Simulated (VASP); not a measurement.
# InP (F-43m): a series in biaxial strain in the (110) plane

How do the elastic response and the band edges of InP follow biaxial strain in the (110) plane?

Calculated with VASP 6.6.1; LDA; plane waves and PAW (In_d, P), in the first sound run; inputs show where later runs differ.

Most raw output is cut from this account.

**1. Set-up**

The structure is cubic, space group F-43m (No. 216). Conventional cell: a = 5.869 Å, b = 5.869 Å, c = 5.869 Å, α = 90.00°, β = 90.00°, γ = 90.00°. Nearest to In lie 4 P at 2.54 Å. Nearest to P lie 4 In at 2.54 Å. Farther neighbours are not listed.

Coordinates:

```xyz
2
Lattice="0.0000 2.9345 2.9345 2.9345 0.0000 2.9345 2.9345 2.9345 0.0000" Properties=species:S:1:pos:R:3 pbc="T T T"
In    0.0000    0.0000    0.0000
P     1.4672    1.4672    1.4672
```

**2. Relax the crystal, LDA**

The series starts from the cell that this level prefers, so that zero strain is near zero stress.

This step took 2 runs in a row; the last is shown.

Level: LDA; plane waves and PAW (In_d, P).

INCAR reads:

```
SYSTEM = InP
PREC = Accurate
ENCUT = 450
EDIFF = 1E-07
NELM = 120
ISMEAR = 0
SIGMA = 0.02
LREAL = .FALSE.
ALGO = Normal
GGA = CA
NBANDS = 15
LASPH = .TRUE.
LORBIT = 11
LWAVE = .FALSE.
LCHARG = .FALSE.
KPAR = 12
IBRION = 2
NSW = 40
ISIF = 3
EDIFFG = -0.005
POTIM = 0.4
```

POSCAR reads:

```
InP
1.0
    0.0000000000      2.9143007956      2.9143007956
    2.9143007956      0.0000000000      2.9143007956
    2.9143007956      2.9143007956      0.0000000000
In P
1 1
Direct
    0.0000000000      0.0000000000      0.0000000000
    0.2500000000      0.2500000000      0.2500000000
```

KPOINTS reads:

```
Automatic mesh
0
Gamma
9 9 9
0 0 0
```

The projector-augmented-wave data sets are In_d and P (LDA family, release 64).

Command:

```sh
$ mpirun -np 12 vasp_std
```

Wall time 4 s (12 MPI ranks of Intel Xeon Platinum 8259CL at 2.50GHz (Skylake/Cascade Lake), shared host); peak memory 1.9 GiB; 41 s of CPU time.

Read from the output:

* energy(sigma→0) of the program: -9.6737 eV
* stress, compression positive: -0.01 along [110], -0.01 across it (mean), GPa
* volume: 49.503 Å³
* ionic steps: 1

**3. Strain along the normal, LDA**

One member in full: the plane is strained by 0.5 %, and the strain along the normal is moved by secant steps until the normal stress is under 0.012 GPa or five steps are spent; the atoms relax at each step.

This step took 4 runs, each at a new trial strain with the atoms of the one before; the last is shown.

Level: LDA; plane waves and PAW (In_d, P); cell typed or built by script.

Edit INCAR of step 2 so:

```diff
@@ -15,7 +15,7 @@
 LCHARG = .FALSE.
-KPAR = 12
-IBRION = 2
-NSW = 40
-ISIF = 3
-EDIFFG = -0.005
-POTIM = 0.4
+KPAR = 3
+IBRION = 1
+NSW = 25
+ISIF = 2
+EDIFFG = -0.004
+POTIM = 0.3
```

POSCAR reads:

```
InP
1.0
   -0.0124541360      2.9164181630      2.9288723000
    2.9164181630     -0.0124541360      2.9288723000
    2.9039640270      2.9039640270      0.0000000000
In P
1 1
Direct
    0.9992970192      0.9992970192      0.0007029808
    0.2507029808      0.2507029808      0.2492970192
```

KPOINTS is that of step 2.

Command:

```sh
$ mpirun -np 3 vasp_std
```

It took 25 s on 3 MPI ranks; peak memory 0.57 GiB.

Read from the output:

| Quantity | Value |
| --- | --- |
| energy(sigma→0) of the program | -9.6727 eV |
| stress, compression positive | 0.00 along [110], -0.69 across it (mean), GPa |
| ionic steps | 1 |

**4. Band edges, TB-mBJ with spin-orbit coupling**

Short lines in KPOINTS_OPT sample the zone centre along and across the normal of the plane, for masses, and the other valleys.

Level: TB-mBJ, spin-orbit coupling; plane waves and PAW (In_d, P); cell typed or built by script.

TB-mBJ has no energy functional, so the total energy, stress and pressure in this output mean nothing.

INCAR reads:

```
SYSTEM = InP
PREC = Accurate
ENCUT = 450
EDIFF = 1E-06
NELM = 150
ISMEAR = 0
SIGMA = 0.02
LREAL = .FALSE.
ALGO = Normal
METAGGA = MBJ
LASPH = .TRUE.
LNONCOLLINEAR = .TRUE.
MAGMOM = 0 0 0 0 0 0
NBANDS = 28
GGA_COMPAT = .FALSE.
LSORBIT = .TRUE.
LWAVE = .FALSE.
LCHARG = .FALSE.
KPAR = 3
```

POSCAR is that of step 3.

KPOINTS reads:

```
Automatic mesh
0
Gamma
7 7 7
0 0 0
```

KPOINTS_OPT reads:

```
Line mode
6
Line-mode
Reciprocal
  0.00000000   0.00000000   0.00000000
  0.01634054   0.01634054   0.03268108

  0.00000000   0.00000000   0.00000000
 -0.01648070   0.01648070  -0.00000000

  0.31000000   0.31000000   0.00000000
  0.50000000   0.50000000   0.00000000

  0.00000000   0.31000000   0.31000000
  0.00000000   0.50000000   0.50000000

  0.45000000   0.45000000   0.45000000
  0.50000000   0.50000000   0.50000000

  0.45000000   0.00000000   0.00000000
  0.50000000   0.00000000   0.00000000

  0.42500000   0.42500000   0.00000000
  0.42490089   0.44820812   0.02310901

  0.50000000   0.50000000   0.50000000
  0.48351930   0.51648070   0.50000000
```

Command:

```sh
$ mpirun -np 3 vasp_ncl
```

It took 9 min on 3 MPI ranks; peak memory 1.5 GiB.

**5. Band edges, r2SCAN with spin-orbit coupling**

Level: r2SCAN, spin-orbit coupling; plane waves and PAW (In_d, P); cell typed or built by script.

Edit INCAR of step 4 so:

```diff
@@ -4,3 +4,3 @@
 EDIFF = 1E-06
-NELM = 150
+NELM = 100
 ISMEAR = 0
@@ -9,3 +9,3 @@
 ALGO = Normal
-METAGGA = MBJ
+METAGGA = R2SCAN
 LASPH = .TRUE.
```

POSCAR is that of step 4.

KPOINTS is that of step 4.

KPOINTS_OPT is that of step 4.

Command:

```sh
$ mpirun -np 3 vasp_ncl
```

Elapsed: 12 min, on 3 MPI ranks; peak memory 1.5 GiB.

Read from the output:

| Property | Result |
| --- | --- |
| energy(sigma→0) of the program | -419.2087 eV |
| stress, compression positive | 2.73 along [110], 2.00 across it (mean), GPa |

The run ends at a pressure of 2.24 GPa, with forces up to 0.0050 eV/Å.

**6. All members**

Runs beyond LDA use the data sets made with LDA; this shifts their levels slightly, and their total energies have another zero (at TB-mBJ, which has no energy functional, they mean nothing).

The other members went through these steps as far as the tables show, with the same cutoff and, step by step, the same mesh; 46 runs are not shown. The session took 9.6 core hours (wall time by ranks) on a shared machine.

```
in-plane strain (%)  strain along the normal (%)  mean of the two in-plane stresses, tension positive (GPa)  energy above the unstrained row (meV/atom)  gap on the mesh, LDA (eV)
             -2.000                        1.553                                                     -2.776                                       8.576                      0.611
             -1.500                        1.143                                                     -2.071                                       4.829                      0.616
             -1.000                        0.748                                                     -1.358                                       2.154                      0.616
             -0.500                        0.361                                                     -0.678                                       0.548                      0.612
                  0                       -0.014                                                      0.009                                       0.000                      0.601
              0.500                       -0.355                                                      0.695                                       0.516                      0.530
              1.000                       -0.701                                                      1.357                                       2.069                      0.455
              1.500                       -1.026                                                      2.013                                       4.656                      0.379
              2.000                       -1.339                                                      2.656                                       8.256                      0.302
```

Slopes at zero strain, from cubics through all rows: strain ratio -0.723, stress over strain 136 GPa.

Band edges at TB-mBJ with spin-orbit coupling, counted from the valence-band top at Γ, spin-orbit pairs averaged, with one row partly withheld:

```
in-plane strain (%)  gap (eV)  conduction band at Γ (eV)  Δ or X valley along z (eV)  Δ or X valley along x (eV)  lowest conduction level at L, [111] (eV)  lowest conduction level at L, [-111] (eV)  second valence level below the top (eV)  third valence level below the top (eV)
             -2.000     1.742                      1.742                       2.110                       2.334                                     2.458                                      2.119                                    0.069                                   0.272
             -1.500     1.748                      1.748                       2.215                       2.363                                     2.425                                      2.178                                    0.057                                   0.214
             -1.000         ?                          ?                       2.306                       2.390                                     2.392                                      2.232                                    0.045                                   0.160
             -0.500     1.741                      1.741                       2.383                       2.415                                     2.358                                      2.281                                    0.029                                   0.114
                  0     1.727                      1.727                       2.437                       2.437                                     2.322                                      2.324                                    0.000                                   0.087
              0.500     1.666                      1.666                       2.433                       2.418                                     2.247                                      2.319                                    0.041                                   0.117
              1.000     1.594                      1.594                       2.405                       2.391                                     2.164                                      2.305                                    0.090                                   0.161
              1.500     1.518                      1.518                       2.365                       2.362                                     2.081                                      2.286                                    0.139                                   0.207
              2.000     1.437                      1.437                       2.317                       2.333                                     1.998                                      2.262                                    0.188                                   0.256
```

Conduction masses, in electron masses:

```
in-plane strain (%)  conduction mass at Γ, along the strain axis or the normal of the plane  conduction mass at Γ, across the strain axis or in the plane  L [111] mass, longitudinal  L [111] mass, transverse along [1-10]
             -2.000                                                                   0.120                                                         0.152                       2.279                                  0.175
             -1.500                                                                   0.123                                                         0.146                       2.219                                  0.176
             -1.000                                                                   0.124                                                         0.139                       2.188                                  0.176
             -0.500                                                                   0.127                                                         0.134                       2.159                                  0.175
                  0                                                                   0.128                                                         0.128                       2.112                                  0.175
              0.500                                                                   0.129                                                         0.123                       2.097                                  0.176
              1.000                                                                   0.130                                                         0.118                       2.050                                  0.175
              1.500                                                                   0.130                                                         0.113                       2.032                                  0.175
              2.000                                                                   0.129                                                         0.109                       2.020                                  0.174
```

Band edges at r2SCAN with spin-orbit coupling, counted from the valence-band top at Γ, spin-orbit pairs averaged:

```
in-plane strain (%)  gap (eV)  conduction band at Γ (eV)  Δ or X valley along z (eV)  Δ or X valley along x (eV)  lowest conduction level at L, [111] (eV)  lowest conduction level at L, [-111] (eV)  second valence level below the top (eV)  third valence level below the top (eV)
             -2.000     1.258                      1.259                       1.609                       1.853                                     2.029                                      1.667                                    0.074                                   0.282
             -1.500     1.262                      1.262                       1.717                       1.878                                     1.991                                      1.727                                    0.061                                   0.223
             -1.000     1.258                      1.259                       1.812                       1.903                                     1.954                                      1.782                                    0.048                                   0.168
             -0.500     1.250                      1.250                       1.892                       1.927                                     1.916                                      1.834                                    0.030                                   0.120
                  0     1.234                      1.234                       1.948                       1.948                                     1.877                                      1.878                                    0.000                                   0.093
              0.500     1.170                      1.170                       1.943                       1.926                                     1.797                                      1.874                                    0.042                                   0.123
              1.000     1.096                      1.096                       1.913                       1.897                                     1.710                                      1.861                                    0.092                                   0.168
              1.500     1.011                      1.017                       1.871                       1.867                                     1.624                                      1.841                                    0.143                                   0.216
              2.000     0.934                      0.934                       1.822                       1.837                                     1.538                                      1.818                                    0.194                                   0.266
```

Conduction masses, in electron masses:

```
in-plane strain (%)  conduction mass at Γ, along the strain axis or the normal of the plane  conduction mass at Γ, across the strain axis or in the plane  L [111] mass, longitudinal  L [111] mass, transverse along [1-10]
             -2.000                                                                   0.087                                                         0.106                       2.185                                  0.148
             -1.500                                                                   0.088                                                         0.102                       2.150                                  0.148
             -1.000                                                                   0.088                                                         0.096                       2.174                                  0.148
             -0.500                                                                   0.088                                                         0.092                       2.091                                  0.148
                  0                                                                   0.088                                                         0.088                       2.045                                  0.147
              0.500                                                                   0.087                                                         0.084                       2.055                                  0.147
              1.000                                                                   0.086                                                         0.080                       1.982                                  0.145
              1.500                                                                   0.084                                                         0.076                       1.965                                  0.145
              2.000                                                                   0.081                                                         0.073                       1.954                                  0.145
```

**7. Working out the slope**

The quantity to fit is the conduction level at Γ above the mean of the three top valence levels at TB-mBJ with spin-orbit coupling: 1.856, 1.839, 1.789, 1.756, 1.719, 1.678, 1.633, 1.585 eV in the rows shown.

Fitting a parabola to the 8 known rows (e: strain in %) gives E = − 0.008832 e² − 0.06813 e + 1.756 in eV; the residuals are 7.9e-4 eV r.m.s.

For the withheld row, e = -1, the fit gives 1.8150 eV.

**8. Checking the prediction**

The calculation gives 1.8159 eV, so the prediction is 0.0009 eV too low, within twice the residual of the fit.

**9. Outcome**

| Item | Value |
| --- | --- |
| ratio of normal to in-plane strain | -0.723 |
| biaxial modulus | 136 GPa |
| gap of the unstrained cell, TB-mBJ with spin-orbit coupling | 1.73 eV |
| gap of the unstrained cell, r2SCAN with spin-orbit coupling | 1.23 eV |
| slope at zero strain of the conduction level at Γ above the mean of the three top valence levels, TB-mBJ with spin-orbit coupling | -68 meV per % |
| error of the predicted row | -0.9 meV |

In words: As a check, the curvature of the energy gives 137 GPa for the same modulus (energy per volume = M × strain²), 0 % from the slope of the stress. At TB-mBJ with spin-orbit coupling the lowest conduction valley is Γ throughout, and the gap runs between 1.44 and 1.75 eV. At r2SCAN with spin-orbit coupling the lowest conduction valley is Γ throughout, and the gap runs between 0.93 and 1.26 eV. Hole masses are left out throughout, since the top bands are degenerate or cross in many series; of conduction masses, those of the Γ, L and (for Si and Ge under (001) strain) Δ valleys are kept where they change by under an eighth between rows. TB-mBJ is a potential fitted for gaps; it has no energy functional, so its total energies and forces mean nothing, and its bands tend to come out too narrow. r2SCAN opens gaps somewhat over GGA but leaves them below measured values as a rule. Δ or X levels are the lowest on their line, refined by a parabola unless they lie at X; the gap is read from all points sampled and can differ from the lowest valley by some meV, or by tens of meV where strain moves the valence top off Γ. Temperature, zero-point motion and excitons are left out.

[Lines on the potential files, build, host, timing and source positions are cut from VASP's logs without a mark.]

[Logs are printed without paths, hosts, clocks, repeated set-up lines and the standing remarks that a program may print on its own settings, such as how far it seeks lower states.]

[Hosts, paths, dates, database ids (printed as entryN), source tags and the programs' standing remarks are cut or masked in the printed files.]

[In band tables of VASP the shares of atoms and orbitals are scaled to a sum of 1 inside the atoms' spheres.]
